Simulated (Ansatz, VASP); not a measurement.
**Two plane-wave programs on Sb**

The input INCAR:

```
SYSTEM = Sb
PREC = Accurate
ENCUT = 520
EDIFF = 1E-8
ISMEAR = -1
SIGMA = 0.05
LREAL = .FALSE.
LASPH = .TRUE.
NELM = 60
ALGO = Normal
ISIF = 2
LWAVE = .FALSE.
LCHARG = .FALSE.
GGA = PS
LEFG = .TRUE.
NBANDS = 8
```

File KPOINTS:

```
Automatic mesh
0
G
  12 12 12
  0 0 0
```

POSCAR

```
Sb
1.0
    0.0000000000      2.3511000000      2.3050000000
    2.3511000000      0.0000000000      2.3050000000
    2.3511000000      2.3511000000      0.0000000000
Sb
1
Direct
    0.0000000000      0.0000000000      0.0000000000
```

Input for Ansatz:

```yaml
crystal:
  lattice:
    - [0.0, 2.3511, 2.305]
    - [2.3511, 0.0, 2.305]
    - [2.3511, 2.3511, 0.0]
  atoms:
    - { symbol: Sb, position: [0.0, 0.0, 0.0] }
kpoints:
  mp_grid: { grid: [12, 12, 12] }
scf:
  occupations: { method: fermi_dirac, width: 0.05 }
hamiltonian:
  xc: pbesol
  pseudopotentials: { kind: paw }
output:
  forces: true
  stress: true
  eigenvalues: true
  efg: { contact_densities: true }
```

Change from the starting cell: equal xx and yy strain of +2 %, PAW files.

Alike in both runs: task electric field gradients; functional PBEsol; k mesh 12 × 12 × 12; occupations fermi-dirac, width 0.05 eV; no spin polarisation.

|  | VASP | Ansatz |
| --- | --- | --- |
| version | VASP 6.6.1 | Ansatz 0.2.0 |
| potentials or method | VASP PAW PBE potentials, release 64 (Sb) | PAW with Ansatz's default frozen-core files, scalar-relativistic |
| plane-wave cutoff (eV) | 520 | 420 |
| valence electrons in the cell | 5 | 15 |

```csv
,VASP,Ansatz,Ansatz less VASP
pressure (GPa),2.1,2.1,0.00
largest component of the traceless stress (GPa),0.36,0.38,+0.013
Vzz of the field gradient on the site that differs most (V/Å²),-9.0,-9.5,-0.53
```

The functional is the same, so the differences come from potentials, cutoffs and numerics. The two sets of potentials don't hold the same shells in valence. Ansatz warned: «gradients_without_spin_orbit».

Caveats: the PAW data sets were made with another functional, which shifts forces and pressure a little (VASP). The runs have no spin-orbit coupling, so splittings on Sb are missing.
